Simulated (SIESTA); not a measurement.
**Al: equation of state with PBEsol**

**The experiment to reproduce.**

From “The interpretation of polycrystalline coherent inelastic neutron scattering from aluminium”, 2013, pmc:3831299, for a bulk crystal of Al: bulk modulus 76.9 GPa.

Al:

```
CELL_PARAMETERS angstrom
0.00000 2.02481 2.02481
2.02481 0.00000 2.02481
2.02481 2.02481 0.00000
ATOMIC_POSITIONS crystal
Al 0.00000 0.00000 0.00000
```

| Property | Result |
| --- | --- |
| Program | SIESTA 5.4.2 |
| Task | equation of state |
| Functional | PBEsol |
| Potentials or basis | PseudoDojo 0.4 standard (PBEsol files) |
| Basis | DZP (energy shift 0.003 Ry) |
| Grid cutoff | 500 Ry |
| Energy shift | 0.003 Ry |
| k mesh | 11 × 11 × 11 |
| Occupations | fermi-dirac, width 0.05 eV |
| Spin | no spin polarisation |

```json
{
 "Equilibrium volume": "16.22 Å³/atom",
 "Bulk modulus": "88 GPa",
 "Pressure derivative of the bulk modulus": "4.9"
}
```

Energy against volume, from the lowest point:
| volume (Å³/atom) | energy (meV/atom) |
| --- | --- |
| 15.607 | 6.86 |
| 15.939 | 1.37 |
| 16.271 | 0.00 |
| 16.603 | 2.30 |
| 16.935 | 7.86 |
| 17.267 | 16.28 |
| 17.599 | 27.24 |

All runs of the series together: 3 min on 1 thread of Arm Neoverse V2, on a shared host.

Against the measured bulk modulus of Al, 76.9 GPa (quoted in “The interpretation of polycrystalline coherent inelastic neutron scattering from aluminium”, 2013, pmc:3831299), the calculated 88 GPa is off by +14.2 %. The fit is for a static lattice scaled at fixed shape and fixed fractional positions.

Caveat: the basis of atomic orbitals isn't converged, which shifts pressures, moduli and gaps.
